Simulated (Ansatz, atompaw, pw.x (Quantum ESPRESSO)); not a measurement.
silver (Ag): one change to the PAW (atompaw) potential, in the atom and in the bcc crystal

```
Element                 : silver
Generator               : atompaw 4.2.0.5
Type                    : PAW
Functional              : PBE
Relativity              : scalar-relativistic
Frozen core             : [Ar] 3d10
Valence charge          : 19
Reference configuration : 4s2 4p6 4d10 5s1 5p0
Partial waves           : 4s (bound); 5s (bound); 4p (bound); 5p (bound, empty); 4d (bound); 4d channel at 4.8 Ry
Local potential         : troulliermartins scheme with l = 3 at 0 Ry, radius 1.65 bohr
Core correction         : smooth core density matched at 1.50 bohr
Augmentation charge     : besselshape compensation charge, radius 1.90 bohr; PAW radius 1.90 bohr; waves and projectors: bloechl
```

Change: local potential bessel scheme, radius 1.65 bohr.

Cutoffs, loose and tight: the cutoffs (Ry, on a coarse ladder) from which the occupation-weighted sum of valence levels, in a spherical-Bessel basis at the reference potential, stays within 10 and 1 mRy of its value at 400 Ry. They see the waves and projectors alone, not the compensation charge or the core.

Crystal test: bcc Ag in pw.x 7.5, no spin, 14³ k-points, Fermi–Dirac smearing 0.01 Ry, cutoffs set for each file from its atomic test. The reference is all-electron LAPW (Ansatz 0.2.0) with the same functional, mesh and smearing; V0 and B0 come from Birch–Murnaghan fits to the pressures at five volumes. Errors are pseudo minus all-electron; Δ is the rms difference of the E(V) curves that follow from these fits, minima aligned, over ±6 % about the mean V0. Mesh and smearing are coarse, so the numbers serve the comparison and aren't converged zero-temperature values; the lattice is a test structure that the element need not adopt.

All-electron: a0 = 3.302 Å (V0 = 18.01 Å³/atom), B0 = 87.5 GPa.

**Question.** Does the change bring the crystal closer to the all-electron result?

**Answer.** The mean pressure error goes from -0.20 to +0.42 GPa, so the change moves the solid further from the all-electron pressures. At 80 % of its cutoff the pressure of the base moves by -0.33 GPa. At 80 % of its cutoff the pressure of the changed file moves by -0.53 GPa.

```tsv
quantity	base	changed
outcome (atom)	generated	generated
cutoff, loose (atom)	90 Ry	55 Ry
cutoff, tight (atom)	140 Ry	70 Ry
bound ghosts (atom)	none	none
cutoffs in pw.x (Ry)	170/900	85/850
a0 (Å)	3.300	3.307
a0 error (%)	-0.07	+0.15
B0 error (%)	+0.6	-0.3
Δ (meV/atom)	0.8	1.6
mean pressure error (GPa)	-0.20	+0.42
```

 The atomic cutoffs weigh occupied waves only.
